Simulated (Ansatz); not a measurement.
# EuS: the cost of one run

Computed with Ansatz 0.2.0 (DFT r²SCAN+U (U_eff = 4 eV on Eu f), plane waves, PAW, no spin–orbit coupling unless a run says so, unless a step's input says otherwise).

### 1 The starting structure

It takes space group Fm-3m (No. 225, cubic). The conventional cell has a = 5.957 Å, b = 5.957 Å, c = 5.957 Å, α = 90.00°, β = 90.00°, γ = 90.00°. Around Eu (site symmetry m-3m) lie 6 S at 2.98 Å. S (site symmetry m-3m) is surrounded by 6 Eu at 2.98 Å.

Coordinates:

```cif
data_structure
_symmetry_space_group_name_H-M 'P 1'
_symmetry_Int_Tables_number 1
_cell_length_a 4.2122
_cell_length_b 4.2122
_cell_length_c 4.2122
_cell_angle_alpha 60.000
_cell_angle_beta 60.000
_cell_angle_gamma 60.000
_cell_volume 52.85
loop_
_atom_site_label
_atom_site_type_symbol
_atom_site_fract_x
_atom_site_fract_y
_atom_site_fract_z
_atom_site_occupancy
Eu1 Eu 0.50000 0.50000 0.50000 1
S1 S 0.00000 0.00000 0.00000 1
```

An earlier series on this cell reached its lowest free state from «ferromagnetic start, free, symmetry kept, no search», perhaps among other starts.

### 2 Site moments held (series factor 0.3; the input gives the size)

The input, input.yaml:

```yaml
crystal:
  lattice:
    - [0.0, 2.97850187, 2.97850187]
    - [2.97850187, 0.0, 2.97850187]
    - [2.97850187, 2.97850187, 0.0]
  atoms:
    - { symbol: Eu, position: [0.5, 0.5, 0.5], spin: 2.06 }
    - { symbol: S, position: [0.0, 0.0, 0.0] }
basis:
  ecutwfc: 500
  ecutrho_ratio: 4
kpoints:
  mp_grid: { grid: [6, 6, 6] }
hamiltonian:
  xc: r2scan
  hubbard: { sites: [{ site: 0, l: f, u_eff: 4.0 }] }
scf:
  occupations: { method: gaussian, width: 0.05 }
  lower_state_search: "off"
  max_iter: 150
output:
  forces: true
  stress: true
  eigenvalues: true
  populations: true
  hubbard: { sites: [{ site: 0, l: f }] }
magnetization:
  spin_polarized: true
  spin_locking: { lock_spins: true }
```

The lock stays on to the end, so the result is a constrained state.

Run with:

```sh
$ ansatz run input.yaml --threads 2 --pin off --max-ram 3072MiB --backend cpu --events-out ev --progress --plain --runs-dir out
```

**Question.** How long does this run take on 2 threads of Arm Neoverse V1, shared host, and how much memory does it need?

About 46 s, with a peak of 0.49 GiB.
